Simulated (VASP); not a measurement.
# TiO2 (Rutile): gap against volume and shear, part 2 of 5

How do the gap and the pressure of TiO2 (Rutile) answer to a change of volume or shape? All runs use PBE. Left out of this account: 1 further run (self-consistent run: a reference on another mesh). The start is a cell from a database of measured crystal structures.

VASP 6.6.1; PBE; plane waves and PAW (Ti_sv, O).

So far, least gap on mesh and path (eV): step 2 (bands, cell as listed) 1.87.

### Step 3. Bands, volume times 1.04

The cell is expanded evenly, with fractional positions held.

Input file INCAR:

```
SYSTEM = TiO2
PREC = Accurate
ENCUT = 520
EDIFF = 1E-06
NELM = 100
ISMEAR = -1
SIGMA = 0.05
LREAL = .FALSE.
ALGO = Normal
GGA = PE
NBANDS = 40
LASPH = .TRUE.
LORBIT = 11
LWAVE = .FALSE.
LCHARG = .FALSE.
KPAR = 4
```

Input file POSCAR:

```
TiO2
1.0
    4.6526306142      0.0000000000      0.0000000000
    0.0000000000      4.6526306142      0.0000000000
    0.0000000000      0.0000000000      2.9963176209
Ti O
2 4
Direct
    0.0000000000      0.0000000000      0.0000000000
    0.5000000000      0.5000000000      0.5000000000
    0.3049600000      0.3049600000      0.0000000000
    0.1950400000      0.8049600000      0.5000000000
    0.6950400000      0.6950400000      0.0000000000
    0.8049600000      0.1950400000      0.5000000000
```

Input file KPOINTS:

```
Automatic mesh
0
Gamma
5 5 8
0 0 0
```

Input file KPOINTS_OPT:

```
Line mode
16
Line-mode
Reciprocal
  0.00000000   0.00000000   0.00000000 GAMMA
  0.00000000   0.50000000   0.00000000 X

  0.00000000   0.50000000   0.00000000 X
  0.50000000   0.50000000   0.00000000 M

  0.50000000   0.50000000   0.00000000 M
  0.00000000   0.00000000   0.00000000 GAMMA

  0.00000000   0.00000000   0.00000000 GAMMA
  0.00000000   0.00000000   0.50000000 Z

  0.00000000   0.00000000   0.50000000 Z
  0.00000000   0.50000000   0.50000000 R

  0.00000000   0.50000000   0.50000000 R
  0.50000000   0.50000000   0.50000000 A

  0.50000000   0.50000000   0.50000000 A
  0.00000000   0.00000000   0.50000000 Z

  0.00000000   0.50000000   0.00000000 X
  0.00000000   0.50000000   0.50000000 R

  0.50000000   0.50000000   0.00000000 M
  0.50000000   0.50000000   0.50000000 A
```

Potentials, in the order of the species: Ti_sv and O (PBE family, release 64).

Launch:

```sh
mpirun -np 4 vasp_std
```

The log of the run:

```text
[... set-up lines as in an earlier step ...]
 entering main loop
       N       E                     dE             d eps       ncg     rms          rms(c)
DAV:   1     0.619076326606E+03    0.61908E+03   -0.23205E+04  2400   0.141E+03
DAV:   2     0.112051263054E+02   -0.60787E+03   -0.55014E+03  2520   0.440E+02
DAV:   3    -0.669714069386E+02   -0.78177E+02   -0.76605E+02  3120   0.157E+02
DAV:   4    -0.713640941928E+02   -0.43927E+01   -0.43695E+01  3488   0.326E+01
DAV:   5    -0.715083468460E+02   -0.14425E+00   -0.14424E+00  2976   0.459E+00    0.302E+01
DAV:   6    -0.546259994828E+02    0.16882E+02   -0.40155E+01  3136   0.717E+01    0.125E+01
DAV:   7    -0.540485554735E+02    0.57744E+00   -0.78628E+00  2832   0.286E+01    0.919E+00
DAV:   8    -0.540734188696E+02   -0.24863E-01   -0.49580E-01  2920   0.372E+00    0.853E+00
DAV:   9    -0.544330456325E+02   -0.35963E+00   -0.18889E+00  3504   0.162E+01    0.844E+00
DAV:  10    -0.538383117391E+02    0.59473E+00   -0.44176E-01  3128   0.660E+00    0.417E+00
DAV:  11    -0.536851960292E+02    0.15312E+00   -0.21037E-01  3200   0.355E+00    0.187E+00
DAV:  12    -0.536881557583E+02   -0.29597E-02   -0.33307E-02  2592   0.164E+00    0.135E+00
DAV:  13    -0.536734342129E+02    0.14722E-01   -0.86913E-03  3472   0.789E-01    0.823E-01
DAV:  14    -0.536694750823E+02    0.39591E-02   -0.44028E-03  2640   0.358E-01    0.490E-01
DAV:  15    -0.536679064267E+02    0.15687E-02   -0.14653E-03  3240   0.193E-01    0.272E-01
DAV:  16    -0.536677347135E+02    0.17171E-03   -0.10060E-04  2984   0.559E-02    0.236E-01
DAV:  17    -0.536673352756E+02    0.39944E-03   -0.42488E-04  2720   0.114E-01    0.122E-01
DAV:  18    -0.536673183610E+02    0.16915E-04   -0.51579E-05  2744   0.477E-02    0.916E-02
DAV:  19    -0.536672677034E+02    0.50658E-04   -0.45955E-05  2704   0.366E-02    0.548E-02
DAV:  20    -0.536672534579E+02    0.14245E-04   -0.22146E-05  2432   0.248E-02    0.266E-02
DAV:  21    -0.536672495890E+02    0.38689E-05   -0.67343E-06  2608   0.141E-02    0.106E-02
DAV:  22    -0.536672491728E+02    0.41624E-06   -0.11089E-06  1328   0.622E-03
   1 F= -.53667249E+02 E0= -.53667249E+02  d E =-.125250E-08
 Start KPOINTS_OPT (optional k-point list driver)
k-point batch [1-30\144]
       N       E                     dE             ncg
DAV:   1     0.987650852356E+03   -0.17793E+05     2400
DAV:   2    -0.160800788827E+05   -0.17068E+05     2480
DAV:   3    -0.182518978956E+05   -0.21718E+04     3216
DAV:   4    -0.183983041568E+05   -0.14641E+03     3496
DAV:   5    -0.184027443851E+05   -0.44402E+01     2776
DAV:   6    -0.184028447140E+05   -0.10033E+00     2968
DAV:   7    -0.184028474351E+05   -0.27210E-02     2864
DAV:   8    -0.184028475309E+05   -0.95843E-04     2792
DAV:   9    -0.184028475358E+05   -0.48501E-05     1720
DAV:  10    -0.184028475361E+05   -0.33084E-06     1608
[...]
k-point batch [121-144\144]
       N       E                     dE             ncg
DAV:   1     0.642519647444E+04   -0.38612E+05     1920
DAV:   2    -0.703093155177E+04   -0.13456E+05     1992
DAV:   3    -0.872765814885E+04   -0.16967E+04     2584
DAV:   4    -0.883660818526E+04   -0.10895E+03     2832
DAV:   5    -0.883995748422E+04   -0.33493E+01     2280
DAV:   6    -0.883999710197E+04   -0.39618E-01     2504
DAV:   7    -0.883999878297E+04   -0.16810E-02     2256
DAV:   8    -0.883999883577E+04   -0.52801E-04     2080
DAV:   9    -0.883999883871E+04   -0.29390E-05     1344
DAV:  10    -0.883999883891E+04   -0.20343E-06     1312
```

The job ended after 85 s (4 MPI ranks of AMD EPYC 7R43, shared host; peak memory 0.9 GiB; 5.6 min of CPU time).

From OUTCAR (step 3):

```text
  LATTYP: Found a simple tetragonal cell.
 ALAT       =     4.6526306142
 C/A-ratio  =     0.6440050521

 Found     30 irreducible k-points:

   ENCUT  =  520.0 eV  38.22 Ry    6.18 a.u.   8.65  8.65  5.57*2*pi/ulx,y,z

   NELECT =      48.0000    total number of electrons

 E-fermi :   5.3201

 k-point     1 :       0.0000    0.0000    0.0000
  band No.  band energies     occupation
    ...
     20       2.5112      2.00000
     21       3.7521      2.00000
     22       4.0230      2.00000
     23       4.0230      2.00000
     24       4.4631      2.00000
     25       6.2380      0.00000
     26       6.5212      0.00000
     27       6.7418      0.00000
     28       6.8235      0.00000
     29       6.8235      0.00000
    ...

 k-point     2 :       0.2000    0.0000    0.0000
  band No.  band energies     occupation
    ...
     20       2.5384      2.00000
     21       3.3721      2.00000
     22       3.5190      2.00000
     23       3.7529      2.00000
     24       4.3227      2.00000
     25       6.4316      0.00000
     26       6.7564      0.00000
     27       6.9650      0.00000
     28       7.0023      0.00000
     29       7.0174      0.00000
    ...

  Total       -0.8626024     -0.8626024     -1.9974751      0.0000000      0.0000000      0.0000000
  in kB      -21.3076833    -21.3076833    -49.3408887      0.0000000      0.0000000      0.0000000
  external PRESSURE =     -30.6520851 kB  Pullay stress =       0.0000000 kB

  energy-cutoff  :      520.00
  volume of cell :       64.86
      direct lattice vectors                 reciprocal lattice vectors
     4.652630614  0.000000000  0.000000000     0.214932171  0.000000000  0.000000000
     0.000000000  4.652630614  0.000000000     0.000000000  0.214932171  0.000000000
     0.000000000  0.000000000  2.996317621     0.000000000  0.000000000  0.333742989

 POSITION                                       TOTAL-FORCE (eV/Angst)
 -----------------------------------------------------------------------------------
      0.00000      0.00000      0.00000         0.000000      0.000000      0.000000
      2.32632      2.32632      1.49816         0.000000      0.000000      0.000000
      1.41887      1.41887      0.00000         0.044618      0.044618     -0.000000
      0.90745      3.74518      1.49816        -0.044618      0.044618     -0.000000
      3.23376      3.23376      0.00000        -0.044618     -0.044618      0.000000
      3.74518      0.90745      1.49816         0.044618     -0.044618      0.000000
 -----------------------------------------------------------------------------------
    total drift:                                0.000000      0.000000     -0.000000

  FREE ENERGIE OF THE ION-ELECTRON SYSTEM (eV)
  ---------------------------------------------------
  free  energy   TOTEN  =       -53.6672491728 eV

  energy  without entropy=      -53.6672491715  energy(sigma->0) =      -53.66724917

 total charge
# of ion       s       p       d       tot
------------------------------------------
    1        2.212   6.275   1.674  10.161
    2        2.212   6.275   1.674  10.161
    3        1.571   3.482   0.000   5.052
    4        1.571   3.482   0.000   5.052
    5        1.571   3.482   0.000   5.052
    6        1.571   3.482   0.000   5.052
--------------------------------------------------
tot         10.706  26.477   3.349  40.531

[... 5 parts as in an earlier step ...]

[... 6 further parts left out ...]
```

This step gave:

| Item | Value |
| --- | --- |
| SCF cycles | 22 |
| free energy (TOTEN) | -53.6672 eV |
| Fermi energy | 5.320 eV |
| pressure | -3.065 GPa |
| least gap on mesh and path | 1.775 eV |
| least direct gap on mesh and path | 1.775 eV |

The electronic bands at the labelled points (eV, zero at the valence-band top; v1 is the highest filled band, c1 the lowest empty one):

```csv
point,v4,v3,v2,v1,c1,c2,c3,c4
Γ,-0.71,-0.44,-0.44,0.00,1.77,2.06,2.28,2.36
0.47 of the way,-1.29,-1.02,-0.77,-0.19,2.02,2.34,2.55,2.61
X,-1.61,-1.61,-0.71,-0.71,2.40,2.40,2.84,2.84
0.53 of the way,-1.44,-1.44,-1.07,-1.07,2.12,2.12,2.58,2.58
M,-1.30,-1.30,-1.05,-1.05,1.81,1.81,2.38,2.38
0.47 of the way,-1.71,-1.16,-1.15,-0.44,1.84,2.37,2.43,2.84
Γ,-0.71,-0.44,-0.44,0.00,1.77,2.06,2.28,2.36
0.53 of the way,-1.70,-1.55,-1.55,-0.51,2.12,2.43,2.73,3.03
Z,-2.23,-2.23,-1.40,-1.40,2.80,2.80,2.98,2.98
0.53 of the way,-1.70,-1.70,-1.52,-1.52,2.28,2.28,2.99,2.99
R,-1.97,-1.97,-0.98,-0.98,1.82,1.82,3.00,3.00
0.47 of the way,-1.49,-1.49,-0.87,-0.87,2.04,2.04,3.01,3.01
A,-1.21,-1.21,-0.67,-0.67,2.46,2.46,3.02,3.02
0.47 of the way,-1.69,-1.42,-1.33,-1.05,1.97,2.61,2.99,3.00
Z,-2.23,-2.23,-1.40,-1.40,2.80,2.80,2.98,2.98
jump to X,-1.61,-1.61,-0.71,-0.71,2.40,2.40,2.84,2.84
0.47 of the way,-1.96,-1.96,-0.78,-0.78,2.47,2.47,2.99,2.99
R,-1.97,-1.97,-0.98,-0.98,1.82,1.82,3.00,3.00
jump to M,-1.30,-1.30,-1.05,-1.05,1.81,1.81,2.38,2.38
0.47 of the way,-1.74,-1.74,-1.41,-1.41,2.47,2.47,2.70,2.70
A,-1.21,-1.21,-0.67,-0.67,2.46,2.46,3.02,3.02
```

Of the projections kept (Ti, O), the largest for each band there; the rest of the weight can lie on other orbitals:

```csv
point,v4,v3,v2,v1,c1,c2,c3,c4
Γ,O 0.96,O 0.99,O 0.99,O 0.95,Ti 0.99,Ti 0.91,Ti 0.96,Ti 1.00
X,O 0.84,O 0.84,O 0.96,O 0.96,Ti 0.88,Ti 0.88,Ti 0.92,Ti 0.92
M,O 0.93,O 0.93,O 0.95,O 0.95,Ti 0.96,Ti 0.96,Ti 1.00,Ti 1.00
Γ,O 0.96,O 0.99,O 0.99,O 0.95,Ti 0.99,Ti 0.91,Ti 0.96,Ti 1.00
Z,O 0.83,O 0.83,O 0.88,O 0.88,Ti 0.85,Ti 0.85,Ti 0.96,Ti 0.96
R,O 0.75,O 0.75,O 0.99,O 0.99,Ti 0.99,Ti 0.99,Ti 0.97,Ti 0.97
```

The gap is 1.77 eV, direct at Γ. That is -0.10 eV from the cell as listed. The pressure is -3.07 GPa.

[end of part 2 of 5]

[Lines on the potential files, build, host, timing and source positions are cut from VASP's logs without a mark.]

[Logs are printed without paths, hosts, clocks, repeated set-up lines and the standing remarks that a program may print on its own settings, such as how far it seeks lower states.]

[Hosts, paths, dates, database ids (printed as entryN), source tags and the programs' standing remarks are cut or masked in the printed files.]

[A measured line is paired with the nearest computed mode of its activity, which favours agreement.]
